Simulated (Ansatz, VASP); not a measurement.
## WS2: VASP beside Ansatz

```
CELL_PARAMETERS angstrom
1.60997 0.92952 6.28421
-1.60997 0.92952 6.28421
0.00000 -1.85903 6.28421
ATOMIC_POSITIONS crystal
W 0.00000 0.00000 0.00000
S 0.58100 0.58100 0.58100
S 0.75030 0.75030 0.75030
```

Change from the starting cell: volume scaled by 1.06.

Alike in both runs: task single point; functional PBEsol; k mesh 10 × 10 × 10; occupations fermi-dirac, width 0.05 eV; no spin polarisation.

```csv
,VASP,Ansatz
version,VASP 6.6.1,Ansatz 0.2.0
potentials or method,"VASP PAW PBE potentials, release 64 (W_sv, S)",Ansatz PAW
plane-wave cutoff (eV),520,420
valence electrons in the cell,26,26
```

Ansatz gave:

| Quantity | Value |
| --- | --- |
| gap on the k mesh at the Fermi level (eV) | 1.07 |
| least direct gap on the mesh (eV) | 2.06 |
| pressure (GPa) | -9.2 |
| largest component of the traceless stress (GPa) | 0.12 |
| rms of the force components (eV/Å) | 0.525 |

**Question.** What did VASP give for the same quantities?

**Answer.** gap on the k mesh at the Fermi level (eV): 1.08; least direct gap on the mesh (eV): 2.07; pressure (GPa): -9.1; largest component of the traceless stress (GPa): 0.14; rms of the force components (eV/Å): 0.518.

Atom by atom the forces differ by 0.008 eV/Å (rms over components). The functional is the same, so the differences come from potentials, cutoffs and numerics.

Caveats: spin-orbit coupling is left out, which moves the levels of the heavy elements; the PAW data sets were made with another functional, which shifts forces and pressure a little (VASP); the PAW data sets come from PBE, with cores solved anew for the run's functional, which leaves a small shift of forces and pressure (Ansatz); forces of over 1 eV/Å show positions far from the minimum, so gaps and moduli don't describe the material at rest (Ansatz). A k mesh can miss the band edges.
